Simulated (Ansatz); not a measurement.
# Pt: the cost of one run

Method: DFT PBE, scalar-relativistic, plane waves, PAW, in Ansatz 0.2.0.

The COD entry's cell or inner coordinates are ideal or old and differ from later refinements, so a difference from it is no clean test against experiment.

1 further run of the same task is left out (set aside as unsound or not needed).

**1. The starting structure**

Symmetry: Fm-3m, No. 225, cubic system. Conventional cell: a = 3.916 Å, b = 3.916 Å, c = 3.916 Å, α = 90.00°, β = 90.00°, γ = 90.00°. Pt (site symmetry m-3m) is surrounded by 12 Pt at 2.77 Å.

Structure file:

```
Pt
1.0
     0.00000    1.95790    1.95790
     1.95790    0.00000    1.95790
     1.95790    1.95790    0.00000
Pt
1
Direct
  0.00000 0.00000 0.00000
```

The structure comes from the Crystallography Open Database.

**2. Random moves and strain, cell strained**

Against the listed cell: strain xx, yy, zz, yz, xz, xy = -1.5, +0.1, -0.2, +0.4, +0.2, +0.2 %.

input.yaml reads:

```yaml
crystal:
  lattice:
    - [0.008046969, 1.96808108, 1.962305275]
    - [1.932506037, 0.01135582, 1.958996424]
    - [1.931781614, 1.964047806, 0.012080243]
  atoms:
    - { symbol: Pt, position: [0.0, 0.0, 0.0] }
basis:
  ecutwfc: 420
kpoints:
  mp_grid: { grid: [16, 16, 16] }
hamiltonian:
  xc: pbe
scf:
  occupations: { method: gaussian, width: 0.1 }
output:
  forces: true
  stress: true
  eigenvalues: true
  write_density: true
  write_potential: true
  elf: true
  volumetric_format: npy
```

Launch:

```bash
ansatz run input.yaml --threads 1 --pin off --max-ram 1331MiB --backend cpu --events-out ev --progress --plain --runs-dir out
```

**Question.** How long does this run take on 1 thread of an x86-64 CPU, shared host, and how much memory does it need?

About 68 s, with a peak of 0.65 GiB.
